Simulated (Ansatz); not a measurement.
## What a change of settings does to a run on Se

The cell was built from the hcp type and relaxed in the same program; it needn't be a known or the stable phase. The listed cell was then made from it by scaling, straining or moving an atom.

First run: DFT, PBE, all-electron PAW with datasets made for the crystal, scalar-relativistic (Ansatz 0.2.0).

Command: `ansatz run input.yaml --threads 1 --pin off --max-ram 2048MiB --backend cpu --events-out ev --progress --plain --runs-dir out` The run took 16 s on 1 thread of Intel(R) Xeon(R) Platinum 8259CL CPU @ 2.50GHz (Skylake/Cascade Lake), on a shared host.

```yaml
crystal:
  lattice:
    - [3.6092353013, 0.0, 0.0]
    - [-1.8046176506, 3.1256894592, 0.0]
    - [0.0, 0.0, 3.7356380842]
  atoms:
    - { symbol: Se, position: [0.3333333333, 0.6666666667, 0.25] }
    - { symbol: Se, position: [0.6666666667, 0.3333333333, 0.75] }
kpoints:
  mp_grid: { grid: [19, 19, 10] }
scf:
  occupations: { method: fermi_dirac, width: 0.03 }
hamiltonian:
  xc: pbe
  pseudopotentials: { kind: all_electron, datasets: crystal }
output:
  forces: true
  stress: true
  eigenvalues: true
  efg: { contact_densities: true }
```

Result: converged; pressure 4.66 GPa; no gap on the k mesh; 7 SCF iterations.

A second input differs as follows:

```diff
@@ -11,4 +11,5 @@
 scf:
   occupations: { method: fermi_dirac, width: 0.03 }
+  max_iter: 5
 hamiltonian:
   xc: pbe
```

Problem. What is wrong with it, and what does the program do?

Solution. The fault is too few SCF iterations. The run did not converge (5 SCF iterations). The log ends:
```
SCF iter   2: F=—  HF=-132250.568891 eV  |F-HF|=—  |Δ(HF+E_count)|=   5.33e-3  Δρ=7.66e-3  dr2=1.44e-2  ethr=3.07e-4  ⟨swp⟩=2.1  Hψ=4814  notcnv=0  defer=20
iter 3 solved again at ethr=1.36e-6 eV; its pass at ethr=1.20e-4 eV (dr2=1.63e-4 eV) is discarded
SCF iter   3: F=—  HF=-132250.571694 eV  |F-HF|=—  |Δ(HF+E_count)|=   2.80e-3  Δρ=7.29e-4  dr2=1.50e-4  ethr=1.36e-6  ⟨swp⟩=2.1  Hψ=12995  notcnv=0  defer=1
SCF iter   4: F=—  HF=-132250.571524 eV  |F-HF|=—  |Δ(HF+E_count)|=   1.69e-4  Δρ=2.31e-4  dr2=1.54e-5  ethr=1.25e-6  ⟨swp⟩=3.0  Hψ=4868  notcnv=0
SCF iter   5: F=—  HF=-132250.571431 eV  |F-HF|=—  |Δ(HF+E_count)|=   9.36e-5  Δρ=5.01e-5  dr2=5.16e-7  ethr=1.28e-7  ⟨swp⟩=3.0  Hψ=5383  notcnv=0
Error: did not converge after 5 iterations: onsite_residual = 1.83e-6 (threshold 6.25e-8), under the density mixer `msr1`, which `scf.mixing.algorithm: auto` chose by the deck's other keys (type `scf.mixing.algorithm: msr1` to keep it); raise `scf.max_iter`, which need not help a stalled SCF, or adjust the mixing (`scf.mixing`) or, under a smearing, its width (`scf.occupations.width`, in either direction: another width is another result); this SCF holds its density and magnetisation to the symmetry operations that it keeps, and cannot end on a state that breaks one of them: if the state sought breaks one, re-run with `crystal.symmetry.detect: false`, without `crystal.symmetry.time_reversal: true`, on a non-collinear deck whose state breaks time reversal, with `crystal.symmetry.time_reversal: false` beside it (there exact exchange or a DFT+U term alone can polarise the run; a magnetic state wants starting moments), where the deck allows it (that run may end on another state, and need not converge either); this run sums exchange and correlation on more points than the dense box has (`basis.xc_grid`), where a deck that converges on the dense box may not converge: try another level (where the key is left out runs that use forces, runs that use the stress, dielectric runs by a finite field, finite-displacement phonons, runs of phonons.displacement_patterns under a GGA or a meta-GGA, phonons by method: dfpt, dielectric runs by the response, runs on support functions, runs on PAW files under a meta-GGA or a hybrid on one, runs at kind: all_electron or under a hybrid on a GGA, runs under a text's formulas of a gradient, and runs on PAW files that evaluate rPW86 or Becke's exchange or LYP's correlation can take a finer level, which can go by the root key accuracy; a number is taken as typed), or, where it is served, `1`, the dense box, on which forces and the stress change with where the atoms sit on the grid; a lower level also moves a field's Born charges, by the response (dielectric, § Limitations, in the input reference) or by a finite field; under a meta-GGA, try another mixer (`scf.mixing.algorithm: anderson` or `broyden`); mind that the stability of the state on which such a run converges can go unchecked at the default of `scf.lower_state_search`; see `basis.xc_grid`, Limitations — the other mixer that `auto` picks from is left to try (`scf.mixing.algorithm: broyden`); it can need more iterations, either can converge an SCF that the other leaves open, and the two can end on different states; the input reference at `scf.mixing.algorithm` says more, and from which start to try it
```
